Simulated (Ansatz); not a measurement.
Ni:

```
CELL_PARAMETERS angstrom
-1.38372 1.38372 1.38372
1.38372 -1.38372 1.38372
1.38372 1.38372 -1.38372
ATOMIC_POSITIONS crystal
Ni 0.00000 0.00000 0.00000
```

This isn't the form of Ni at room conditions, which is fcc.

Base run:

```yaml
Program: Ansatz 0.2.0
Functional: PBEsol
Potentials_or_basis: all-electron LAPW, scalar-relativistic
Cutoff: 339 eV (chosen from the basis error)
Basis_error_allowed: 0.001 eV/atom
k_mesh: 13 × 13 × 13
Occupations: fermi-dirac, width 0.05 eV
Spin: collinear spin, ferromagnetic start
Starting_moments: "[1.0] μB"
```

Its results: band gap on the k mesh none (metal or under the smearing width); pressure -2.4 GPa; net moment 0.59 μB per cell; site moments Ni +0.61 μB.

The run is repeated on the same cell with these changes: hubbard terms from none to Ni d U = 4 eV. What comes out?

Band gap on the k mesh none (metal or under the smearing width); pressure -1.3 GPa; net moment 0.63 μB per cell; site moments Ni +0.66 μB.

Caveats: the magnetic state may not be the lowest (some runs); U is the effective U less J, on atomic orbitals that reach past the spheres (some runs); the U is typed as a test and isn't derived for this compound (some runs).
